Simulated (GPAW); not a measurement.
# Ta4C3 (Pm-3m) in GPAW: settings compared

The runs below take Ta4C3 through band structure, equation of state, with PBEsol, LDA.

Everything below comes from runs of GPAW 26.7.0. Logs are shortened: lines on timing, memory, paths and dates and some standing lists are left out, and cuts for length are marked. The log counts tension as positive stress, the text compression.

## (1) Starting point

It takes space group Pm-3m (No. 221, cubic). Conventional cell: a = 4.445 Å, b = 4.445 Å, c = 4.445 Å, α = 90.00°, β = 90.00°, γ = 90.00°. Ta (site symmetry m-3m) has 6 C at 2.22 Å as nearest neighbours. Ta (site symmetry 4/mmm) is surrounded by 4 C at 2.22 Å. Around C (site symmetry 4/mmm) lie 6 Ta at 2.22 Å.

The cell comes from a database or a generator and needn't be the stable form of this composition.

## (2) Band structure, PBEsol

File run.py:

```python
from ase import Atoms
from ase.dft.bandgap import bandgap
from ase.io import write
from ase.units import GPa
from gpaw import GPAW, PW, setup_paths

setup_paths.insert(0, '.')

atoms = Atoms(['Ta', 'Ta', 'Ta', 'Ta', 'C', 'C', 'C'],
              cell=[[4.445281, 0.0, 0.0],
                    [0.0, 4.445281, 0.0],
                    [0.0, 0.0, 4.445281]],
              scaled_positions=[[0.0, 0.0, 0.0],
                                [0.5, 0.5, 0.0],
                                [0.5, 0.0, 0.5],
                                [0.0, 0.5, 0.5],
                                [0.0, 0.0, 0.5],
                                [0.0, 0.5, 0.0],
                                [0.5, 0.0, 0.0]],
              pbc=True)

calc = GPAW(mode=PW(800),
            xc='PBEsol',
            kpts={'size': (5, 5, 5), 'gamma': True},
            occupations={'name': 'fermi-dirac', 'width': 0.05},
            nbands=57,
            convergence={'density': 1e-05, 'energy': 1e-05},
            maxiter=150,
            txt='gpaw.txt')
atoms.calc = calc
energy = atoms.get_potential_energy()
forces = atoms.get_forces()
stress = atoms.get_stress()
calc.write('gs.gpw')
write('result.traj', atoms)
print(f'Energy: {energy:.6f} eV')
print('Forces (eV/A):')
print(forces.round(4))
print('Stress (GPa):', (stress / GPa).round(3))
print('Fermi level:', round(calc.get_fermi_level(), 4), 'eV')
print(f'Gap: {bandgap(calc)[0]:.4f} eV, direct: {bandgap(calc, direct=True)[0]:.4f} eV')

path = atoms.cell.bandpath('GXMGRX,MR', npoints=100, eps=1e-4)
bs_calc = calc.fixed_density(kpts=path, symmetry='off', nbands=80,
                             convergence={'bands': 'CBM+6.0', 'eigenstates': 1e-6}, txt='bands.txt')
bs = bs_calc.band_structure()
bs.write('bs.json')
print(f'Gap on the path: {bandgap(bs_calc)[0]:.4f} eV')
```

Potentials or basis: PAW data sets generated in the run's folder for this functional, pw.

Started as:

```sh
$ gpaw-setup -f PBEsol C Ta
$ OMP_NUM_THREADS=1 python run.py
```

gpaw.txt:

```text
__  _  _
 | _ |_)|_||  |
 |__||  | ||/\| - 26.7.0

Input parameters:
  mode=PW(ecut=800.0),
  convergence={'density': 1e-05, 'energy': 1e-05},
  kpts=MonkhorstPack(size=(5, 5, 5), gamma=True),
  maxiter=150,
  nbands=57,
  occupations=Occupations(name='fermi-dirac', width=0.05),
  xc=XC(name='PBEsol')

Diagonalizing LCAO Hamiltonian
Converting LCAO to pw mode
    .----------.
   /|          |
  / |          |
 *  |          |
 | Ta          |
 |  .----------.
 C C   Taa    /
 |/          /
 Ta----C----*

Atoms  # Å, Bohr magnetons
|   | symbol |        x |        y |        z |    initial magnetic moments |
|---|--------|----------|----------|----------|-----------------------------|
| 0 |     Ta | 0.000000 | 0.000000 | 0.000000 | ( 0.0000,  0.0000,  0.0000) |
| 1 |     Ta | 2.222640 | 2.222640 | 0.000000 | ( 0.0000,  0.0000,  0.0000) |
| 2 |     Ta | 2.222640 | 0.000000 | 2.222640 | ( 0.0000,  0.0000,  0.0000) |
| 3 |     Ta | 0.000000 | 2.222640 | 2.222640 | ( 0.0000,  0.0000,  0.0000) |
| 4 |      C | 0.000000 | 0.000000 | 2.222640 | ( 0.0000,  0.0000,  0.0000) |
| 5 |      C | 0.000000 | 2.222640 | 0.000000 | ( 0.0000,  0.0000,  0.0000) |
| 6 |      C | 2.222640 | 0.000000 | 0.000000 | ( 0.0000,  0.0000,  0.0000) |

Unit cell  # Å
| periodic |        x |        y |        z |  lengths |    angles |
|----------|----------|----------|----------|----------|-----------|
|      yes | 4.445281 | 0.000000 | 0.000000 | 4.445281 | 90.000000 |
|      yes | 0.000000 | 4.445281 | 0.000000 | 4.445281 | 90.000000 |
|      yes | 0.000000 | 0.000000 | 4.445281 | 4.445281 | 90.000000 |

Number of symmetries: 48
Symmetry operations  # r_c * U_cc + t_c -> r_c
|    | kind |            matrix            |
|----|------|------------------------------|
|  0 |  E   |  1, 0, 0,  0, 1, 0,  0, 0, 1 |
|  1 |  σ   |  1, 0, 0,  0, 1, 0,  0, 0,-1 |
|  2 |  σ   |  1, 0, 0,  0, 0, 1,  0, 1, 0 |
|  3 |  C4  |  1, 0, 0,  0, 0, 1,  0,-1, 0 |
|  4 |  C4  |  1, 0, 0,  0, 0,-1,  0, 1, 0 |
|  5 |  σ   |  1, 0, 0,  0, 0,-1,  0,-1, 0 |
|  6 |  σ   |  1, 0, 0,  0,-1, 0,  0, 0, 1 |
|  7 |  C2  |  1, 0, 0,  0,-1, 0,  0, 0,-1 |
|  8 |  σ   |  0, 1, 0,  1, 0, 0,  0, 0, 1 |
|  9 |  C2  |  0, 1, 0,  1, 0, 0,  0, 0,-1 |
| 10 |  C3  |  0, 1, 0,  0, 0, 1,  1, 0, 0 |
| 11 |  S6  |  0, 1, 0,  0, 0, 1, -1, 0, 0 |
| 12 |  S6  |  0, 1, 0,  0, 0,-1,  1, 0, 0 |
| 13 |  C3  |  0, 1, 0,  0, 0,-1, -1, 0, 0 |
| 14 |  C4  |  0, 1, 0, -1, 0, 0,  0, 0, 1 |
| 15 |  S4  |  0, 1, 0, -1, 0, 0,  0, 0,-1 |
| 16 |  C3  |  0, 0, 1,  1, 0, 0,  0, 1, 0 |
| 17 |  S6  |  0, 0, 1,  1, 0, 0,  0,-1, 0 |
| 18 |  σ   |  0, 0, 1,  0, 1, 0,  1, 0, 0 |
| 19 |  C4  |  0, 0, 1,  0, 1, 0, -1, 0, 0 |
| 20 |  C2  |  0, 0, 1,  0,-1, 0,  1, 0, 0 |
| 21 |  S4  |  0, 0, 1,  0,-1, 0, -1, 0, 0 |
| 22 |  S6  |  0, 0, 1, -1, 0, 0,  0, 1, 0 |
| 23 |  C3  |  0, 0, 1, -1, 0, 0,  0,-1, 0 |
| 24 |  S6  |  0, 0,-1,  1, 0, 0,  0, 1, 0 |
| 25 |  C3  |  0, 0,-1,  1, 0, 0,  0,-1, 0 |
| 26 |  C4  |  0, 0,-1,  0, 1, 0,  1, 0, 0 |
| 27 |  σ   |  0, 0,-1,  0, 1, 0, -1, 0, 0 |
| 28 |  S4  |  0, 0,-1,  0,-1, 0,  1, 0, 0 |
| 29 |  C2  |  0, 0,-1,  0,-1, 0, -1, 0, 0 |
| 30 |  C3  |  0, 0,-1, -1, 0, 0,  0, 1, 0 |
| 31 |  S6  |  0, 0,-1, -1, 0, 0,  0,-1, 0 |
| 32 |  C4  |  0,-1, 0,  1, 0, 0,  0, 0, 1 |
| 33 |  S4  |  0,-1, 0,  1, 0, 0,  0, 0,-1 |
| 34 |  S6  |  0,-1, 0,  0, 0, 1,  1, 0, 0 |
| 35 |  C3  |  0,-1, 0,  0, 0, 1, -1, 0, 0 |
| 36 |  C3  |  0,-1, 0,  0, 0,-1,  1, 0, 0 |
| 37 |  S6  |  0,-1, 0,  0, 0,-1, -1, 0, 0 |
| 38 |  σ   |  0,-1, 0, -1, 0, 0,  0, 0, 1 |
| 39 |  C2  |  0,-1, 0, -1, 0, 0,  0, 0,-1 |
| 40 |  σ   | -1, 0, 0,  0, 1, 0,  0, 0, 1 |
| 41 |  C2  | -1, 0, 0,  0, 1, 0,  0, 0,-1 |
| 42 |  C2  | -1, 0, 0,  0, 0, 1,  0, 1, 0 |
| 43 |  S4  | -1, 0, 0,  0, 0, 1,  0,-1, 0 |
| 44 |  S4  | -1, 0, 0,  0, 0,-1,  0, 1, 0 |
| 45 |  C2  | -1, 0, 0,  0, 0,-1,  0,-1, 0 |
| 46 |  C2  | -1, 0, 0,  0,-1, 0,  0, 0, 1 |
| 47 |  i   | -1, 0, 0,  0,-1, 0,  0, 0,-1 |

BZ-sampling:
  Number of BZ points: 125
  Number of IBZ points: 10

  Monkhorst-Pack size: [5, 5, 5]
  Monkhorst-Pack shift: [0, 0, 0]

K-points  # in reciprocal-cell coordinates
|   |                                coordinates |     weight |
|---|--------------------------------------------|------------|
| 0 | (  0.00000000,   0.00000000,   0.00000000) | 0.00800000 |
| 1 | (  0.20000000,   0.00000000,   0.00000000) | 0.04800000 |
| 2 | (  0.20000000,   0.20000000,   0.00000000) | 0.09600000 |
| 3 | (  0.20000000,   0.20000000,   0.20000000) | 0.06400000 |
| 4 | (  0.40000000,   0.00000000,   0.00000000) | 0.04800000 |
| 5 | (  0.40000000,   0.20000000,   0.00000000) | 0.19200000 |
| 6 | (  0.40000000,   0.20000000,   0.20000000) | 0.19200000 |
| 7 | (  0.40000000,   0.40000000,   0.00000000) | 0.09600000 |
| 8 | (  0.40000000,   0.40000000,   0.20000000) | 0.19200000 |
| 9 | (  0.40000000,   0.40000000,   0.40000000) | 0.06400000 |

Plane wave coefficients: 4553
Cutoff: 800.0 eV

Spin-components: 1 (collinear spins)
Bands:           57
Projectors:      39
Spin-degeneracy: 2
Datatype:        complex128

Parallelization:
  kpt:    1
  domain: 1
  band:   1

Density:
  Valence electrons: 64.0
  Components: 1
  Grid points: [30 30 30]
  Charge: 0.0  # |e|

Potential:
  Grid points: [30 30 30]

species:
  Ta:
    name:    Tantalum
    Z:       73.0
    valence: 13
    core:    60
    charge:  0.0  # [|e|]
    compensation charges:
      type: gauss
      rc: 0.42  # [Å]
      lmax: 2
    cutoffs:
      filter: 2.36  # [Å]
      core: 3.45  # [Å]
    projectors
    | kind |    occ | energy [eV] | rcut [Å] |
    |------|--------|-------------|----------|
    |   5s |  2.000 |     -72.818 |    1.365 |
    |   6s |  2.000 |      -5.457 |    1.365 |
    |   5p |  6.000 |     -39.444 |    1.349 |
    |   6p |  0.000 |      -1.369 |    1.349 |
    |   5d |  3.000 |      -3.632 |    1.307 |
    |    d |        |      23.579 |    1.307 |

    Using partial waves for Ta as LCAO basis

  C:
    name:    Carbon
    Z:       6.0
    valence: 4
    core:    2
    charge:  0.0  # [|e|]
    compensation charges:
      type: gauss
      rc: 0.20  # [Å]
      lmax: 2
    cutoffs:
      filter: 1.14  # [Å]
      core: 1.14  # [Å]
    projectors
    | kind |    occ | energy [eV] | rcut [Å] |
    |------|--------|-------------|----------|
    |   2s |  2.000 |     -13.648 |    0.635 |
    |   2p |  2.000 |      -5.232 |    0.635 |
    |    s |        |      13.563 |    0.635 |
    |    p |        |      21.979 |    0.635 |
    |    d |        |       0.000 |    0.635 |

    Using partial waves for C as LCAO basis

Reference energy: -1699253.447132  # eV

eigensolver:
  PPCG
  Converge bands: occupied
  niter=2

density mixing:
  MSR1-Mixer
  Pratt-step length: 0.05
  Maximum mixing coefficient: 0.75
  Old densities: 10
  SVD Regularization: 0.005
  Good broyden scale: 1.0
  Trust region scale: 1.0
  Backstep threshold: 4.0
  History deletion threshold: 6.0
  Fourier metric: weight=20.0, sigma=0.015

occupation numbers:
  Fermi-Dirac:
    width: 0.0500  # eV

poisson solver:
  ecut: 6400.0  # eV

xc functional:
  name: PBEsol with 2 nearest neighbor stencil

convergence criteria:
[... 6 lines left out ...]
|iter     | |      energy | eigst |  dens |
|---------|-|-------------|-------|-------|
|iter:   1| |  -81.101445 | +0.17 |       |
|iter:   2| |  -79.292797 | -1.86 | -0.93 |
|iter:   3| |  -75.118297 | -0.71 | -0.99 |
|iter:   4| |  -75.029492 | -2.04 | -1.61 |
|iter:   5| |  -74.970022 | -2.76 | -1.82 |
|iter:   6| |  -74.982541 | -3.35 | -2.07 |
|iter:   7| |  -74.982575 | -4.37 | -2.82 |
|iter:   8| |  -74.982596c| -6.02 | -3.71 |
|iter:   9| |  -74.982595c| -7.19 | -4.19 |
|iter:  10| |  -74.982595c| -8.01c| -5.16c|

Converged in 10 steps
Energy contributions relative to reference atoms: (reference = -1699253.447132)

Energy contributions:
  Kinetic:          43.052503
  Coulomb:         -49.717415
  Zero:             -0.798683
  External:          0.000000
  Xc:              -67.501976
  Entropy:          -0.034047
  Spinorbit:         0.000000
  ----------------------------
  Free energy:     -74.999618
  Extrapolated:    -74.982595

dipole moment: (-49.620285, -49.620285, -49.620285)  # |e|*Ang

Fermi level: 12.514
Eigenvalues  # (at kpt = [0.000, 0.000, 0.000])
| band index |      eig [eV] | occ [0-2] |
|------------|---------------|-----------|
|          0 |       -55.826 |     2.000 |
|        ... |               |           |
|         27 |        11.295 |     2.000 |
|         28 |        11.295 |     2.000 |
|         29 |        12.015 |     2.000 |
|         30 |        12.015 |     2.000 |
|         31 |        12.015 |     2.000 |
|         32 |        12.039 |     2.000 |
[... 8 lines left out ...]
|         41 |        17.108 |     0.000 |
|         42 |        17.108 |     0.000 |
|        ... |               |           |
|         56 |        27.971 |     0.000 |

No gap
No difference between direct/indirect transitions

Forces  # eV/Ang
|        x |        y |        z |
|----------|----------|----------|
|  0.00000 |  0.00000 |  0.00000 |  # Ta   0
|  0.00000 |  0.00000 |  0.00000 |  # Ta   1
|  0.00000 | -0.00000 |  0.00000 |  # Ta   2
| -0.00000 |  0.00000 |  0.00000 |  # Ta   3
|  0.00000 |  0.00000 | -0.00000 |  # C    4
|  0.00000 | -0.00000 |  0.00000 |  # C    5
| -0.00000 |  0.00000 |  0.00000 |  # C    6

Stress tensor  # eV/Ang^3
|        x |        y |        z |
|----------|----------|----------|
| 0.050542 | 0.000000 | 0.000000 |
| 0.000000 | 0.050542 | 0.000000 |
| 0.000000 | 0.000000 | 0.050542 |

# Writing to gs.gpw (mode='')
```

Run time: 5.7 min. Hardware: 1 thread of Arm Neoverse V2, shared host; peak memory 1 GiB.

What came out:

```yaml
Free_energy: -74.9996 eV
Pressure: -8.1 GPa
Band_gap_along_the_path: none (metal or under the smearing width)
```

Levels at the corners of the path, in eV from the Fermi level:
| point | band 28 | band 29 | band 30 | band 31 | band 32 | band 33 | band 34 | band 35 | band 36 | band 37 |
| --- | --- | --- | --- | --- | --- | --- | --- | --- | --- | --- |
| Γ | -1.22 | -1.22 | -0.50 | -0.50 | -0.50 | -0.48 | -0.48 | -0.48 | 1.45 | 1.45 |
| X | -2.77 | -2.07 | -1.83 | -1.83 | 0.31 | 0.31 | 0.82 | 2.02 | 2.38 | 2.38 |
| M | -4.21 | -1.70 | -1.63 | -0.31 | -0.31 | 1.74 | 1.80 | 1.80 | 2.06 | 3.42 |
| Γ | -1.22 | -1.22 | -0.50 | -0.50 | -0.50 | -0.48 | -0.48 | -0.48 | 1.45 | 1.45 |
| R | -4.86 | -1.00 | -1.00 | -1.00 | -0.08 | 3.32 | 3.32 | 3.32 | 3.36 | 3.36 |
| X | -2.77 | -2.07 | -1.83 | -1.83 | 0.31 | 0.31 | 0.82 | 2.02 | 2.38 | 2.38 |
| M | -4.21 | -1.70 | -1.63 | -0.31 | -0.31 | 1.74 | 1.80 | 1.80 | 2.06 | 3.42 |
| R | -4.86 | -1.00 | -1.00 | -1.00 | -0.08 | 3.32 | 3.32 | 3.32 | 3.36 | 3.36 |

Caveat: spin-orbit coupling is left out, which moves the levels of the heavy elements.

(Continued in part 2 of 2.)
